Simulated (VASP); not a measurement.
Computed with exact exchange on PBE orbitals, VASP's PBE PAW potentials (set 64) (plane waves; VASP).

VASP input:

### INCAR
```
# general
SYSTEM   = InN
PREC     = Normal
ENCUT    = 500
LREAL    = .FALSE.
LASPH    = .TRUE.
ISYM     = 3

# electronic loop
EDIFF    = 1E-8
NELM     = 1
ALGO     = Eigenval

# smearing
ISMEAR   = 0
SIGMA    = 0.01

# functional
GGA      = PE
AGGAC    = 0.0
ALDAC    = 0.0
LHFCALC  = .TRUE.
AEXX     = 1.0
PRECFOCK = Normal

# output
LWAVE    = .FALSE.
LCHARG   = .FALSE.
```

POSCAR:
```
InN
1
    0.0000000000     2.5547040000     2.5547040000
    2.5547040000     0.0000000000     2.5547040000
    2.5547040000     2.5547040000     0.0000000000
In N
1 1
Direct
  0.0000000000   0.0000000000   0.0000000000
  0.2500000000   0.2500000000   0.2500000000
```

File KPOINTS:
```
Automatic mesh
0
Gamma
4 4 4
0 0 0
```

POTCAR, in this order: In_d_GW N_GW_new (PBE.64 set). Program: vasp_std. Read from the step before: WAVECAR.

Output of the run:

OUTCAR:
```
 ion  position               nearest neighbor table
   1  0.000  0.000  0.000-   2 2.21   2 2.21   2 2.21   2 2.21
   2  0.250  0.250  0.250-   1 2.21   1 2.21   1 2.21   1 2.21
  LATTYP: Found a face centered cubic cell.
 ALAT       =     5.1094080000
 Subroutine PRICEL returns:
 Original cell was already a primitive cell.
 Subroutine GETGRP returns: Found 24 space group operations
The static configuration has the point symmetry T_d .
The dynamic configuration has the point symmetry T_d .
 Subroutine INISYM returns: Found 24 space group operations
 Subroutine IBZKPT returns following result:
 Found      8 irreducible k-points:

 Following reciprocal coordinates:
            Coordinates               Weight
  0.000000  0.000000  0.000000      1.000000
  0.250000  0.000000  0.000000      8.000000
  0.500000  0.000000  0.000000      4.000000
  0.250000  0.250000  0.000000      6.000000
  0.500000  0.250000  0.000000     24.000000
 -0.250000  0.250000  0.000000     12.000000
  0.500000  0.500000  0.000000      3.000000
 -0.250000  0.500000  0.250000      6.000000
 Subroutine IBZKPT_HF returns following result:
   k-points           NKPTS =      8   k-points in BZ     NKDIM =     64   number of bands    NBANDS=     13
   number of dos      NEDOS =    301   number of ions     NIONS =      2
   total plane-waves  NPLWV =   8000
   dimension x,y,z NGX =    20 NGY =   20 NGZ =   20
   dimension x,y,z NGXF=    40 NGYF=   40 NGZF=   40
   ions per type =               1   1
   PREC   = normal    normal or accurate (medium, high low for compatibility)
   ISTART =      1    job   : 0-new  1-cont  2-samecut
   ICHARG =      0    charge: 1-file 2-atom 10-const
   ISPIN  =      1    spin polarized calculation?
   LNONCOLLINEAR =      F non collinear calculations
   LSORBIT =      F    spin-orbit coupling
   INIWAV =      1    electr: 0-lowe 1-rand  2-diag
   ENCUT  =  500.0 eV  36.75 Ry    6.06 a.u.   6.59  6.59  6.59*2*pi/ulx,y,z
   NELM   =      1;   NELMIN=  2; NELMDL=  0     # of ELM steps
   EDIFF  = 0.1E-07   stopping-criterion for ELM
   LREAL  =      F    real-space projection
   NLSPLINE    = F    spline interpolate recip. space projectors
   LMAXMIX     =    2 max onsite mixed and CHGCAR
   VOSKOWN=      0    Vosko Wilk Nusair interpolation
   EDIFFG = 0.1E-06   stopping-criterion for IOM
   NSW    =      0    number of steps for IOM
   NBLOCK =      1;   KBLOCK =      1    inner block; outer block
   IBRION =     -1    ionic relax: 0-MD 1-quasi-New 2-CG
   NFREE  =      0    steps in history (QN), initial steepest desc. (CG)
   ISIF   =      0    stress and relaxation
   ISYM   =      3    0-nonsym 1-usesym 2-fastsym
   TEIN   =    0.0    initial temperature
   TEBEG  =    0.0;   TEEND  =   0.0 temperature during run
   SMASS  =  -3.00    Nose mass-parameter (am)
   PSTRESS=    0.0 pullay stress
   NELECT =      18.0000    total number of electrons
   EFERMI =   0.00;   METHOD = LEGACY
   ISMEAR =     0;   SIGMA  =   0.01  broadening in eV -4-tet -1-fermi 0-gaus
   IALGO  =      3    algorithm
   LDIAG  =      T    sub-space diagonalisation (order eigenvalues)
   IMIX   =      1    mixing-type and parameters
     AMIX     =   0.40;   BMIX     =  1.00
     AMIX_MAG =   1.60;   BMIX_MAG =  1.00
     AMIN     =   0.10
   GGA     = PE    functional components
   VOSKOWN =     0    Vosko Wilk Nusair interpolation
   LHFCALC =     T    Hartree Fock is set to
   NKREDX  =     1    reduce k-point grid by
   AEXX    =    1.0000 exact exchange contribution
   HFSCREEN=    0.0000 screening length (either q_TF or 0.3 A-1)
   HFRCUT  =    0.0000 spherical cutoff for potential kernel
   AGGAX   =    0.0000 GGA exchange part
   ALDAC   =    0.0000 LDA correlation
   AGGAC   =    0.0000 GGA correlation
...
```

File OSZICAR:
```
       N       E                     dE             d eps       ncg     rms          rms(c)
EIG:   1    -0.206368621754E+02   -0.20637E+02    0.00000E+00     0   0.000E+00
   1 F= -.20636862E+02 E0= -.20636742E+02  d E =-.241014E-03
```

OUTCAR:
```
------------------------ aborting loop because EDIFF is reached ----------------------------------------
  volume of cell :       33.35
      direct lattice vectors                 reciprocal lattice vectors
     0.000000000  2.554704000  2.554704000    -0.195717390  0.195717390  0.195717390
     2.554704000  0.000000000  2.554704000     0.195717390 -0.195717390  0.195717390
     2.554704000  2.554704000  0.000000000     0.195717390  0.195717390 -0.195717390
 POSITION                                       TOTAL-FORCE (eV/Angst)
 -----------------------------------------------------------------------------------
      0.00000      0.00000      0.00000        -0.000000     -0.000000      0.000000
      1.27735      1.27735      1.27735         0.000000      0.000000     -0.000000
 -----------------------------------------------------------------------------------
    total drift:                                0.001307      0.001561      0.001466
  FREE ENERGIE OF THE ION-ELECTRON SYSTEM (eV)
  ---------------------------------------------------
  free  energy   TOTEN  =       -20.6368621754 eV

  energy  without entropy=      -20.6366211614  energy(sigma->0) =      -20.63674167

  exchange ACFDT corr.  =        -0.03493970  see jH, gK, PRB 81, 115126
```
(Selected blocks of OUTCAR.)

The mesh is coarse, so the correlation energy is not converged in k-points.

The compound is InN in the zinc blende structure, a metastable form; wurtzite is the usual one. This cell is one point of a volume scan, at 1.08 of the reference volume. The k-mesh is coarse (spacing up to 0.53 per Å, 2π included), so the numbers may not be converged in it.
